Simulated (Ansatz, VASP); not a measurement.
# Two plane-wave programs on CaSe

Contents of INCAR:

```
ALGO = Normal ; EDIFF = 1E-7
ENCUT = 520 ; GGA = PE
GGA_COMPAT = False ; ISIF = 2
ISMEAR = -1 ; LASPH = True
LCHARG = False ; LORBIT = 11
LORBMOM = True ; LREAL = False
LSORBIT = True ; LWAVE = False
MAGMOM = 0 0 0 0 0 0 ; NBANDS = 28
NELM = 150 ; PREC = Accurate
SIGMA = 0.05
```

File KPOINTS:

```
k-points
0
Gamma
  5 5 5
```

Contents of POSCAR:

```
CaSe
1.0
    0.0000000000      3.3000000000      3.3000000000
    3.3000000000      0.0000000000      3.3000000000
    3.3000000000      3.3000000000      0.0000000000
Se Ca
1 1
Direct
    0.2500000000      0.2500000000      0.2500000000
    0.0000000000      0.0000000000      0.0000000000
```

Contents of input.yaml:

```yaml
crystal:
  lattice:
    - [0.0, 3.3, 3.3]
    - [3.3, 0.0, 3.3]
    - [3.3, 3.3, 0.0]
  atoms:
    - { symbol: Se, position: [0.25, 0.25, 0.25] }
    - { symbol: Ca, position: [0.0, 0.0, 0.0] }
hamiltonian:
  xc: pbe
  pseudopotentials: { kind: paw_fr }
magnetization:
  noncollinear: true
  spin_orbit: true
kpoints:
  mp_grid: { grid: [5, 5, 5] }
  band_path:
    path:
      - [[0.0, 0.0, 0.0], [0.5, 0.0, 0.5], [0.5, 0.25, 0.75], [0.375, 0.375, 0.75], [0.0, 0.0, 0.0], [0.5, 0.5, 0.5], [0.625, 0.25, 0.625], [0.5, 0.25, 0.75], [0.5, 0.5, 0.5], [0.375, 0.375, 0.75]]
      - [[0.625, 0.25, 0.625], [0.5, 0.0, 0.5]]
    npoints: 14
scf:
  occupations: { method: fermi_dirac, width: 0.05 }
  n_extra_bands: 6
output:
  forces: true
  stress: true
  eigenvalues: true
  fatbands: false
```

The cell comes from a database or a generator and needn't be the stable form of this composition.

Alike in both runs: functional PBE; k mesh 5 × 5 × 5; occupations fermi-dirac, width 0.05 eV; non-collinear spin, spin-orbit coupling.

```csv
,VASP,Ansatz
version,VASP 6.6.1,Ansatz 0.2.0
potentials or method,"VASP PAW PBE potentials, release 64 (Se, Ca_sv)",Ansatz PAW
plane-wave cutoff (eV),520,420
valence electrons in the cell,16,26
task,single point,band structure
```

Ansatz gave:

| Quantity | Value |
| --- | --- |
| gap on the k mesh at the Fermi level (eV) | 3.06 |
| least direct gap on the mesh (eV) | 3.14 |
| pressure (GPa) | -0.2 |
| net moment per atom (μB) | 0.00 |

Problem. What did VASP give for the same quantities?

Solution. gap on the k mesh at the Fermi level (eV): 3.06; least direct gap on the mesh (eV): 3.14; pressure (GPa): -0.1; net moment per atom (μB): 0.00.

The two sets of potentials don't hold the same shells in valence.
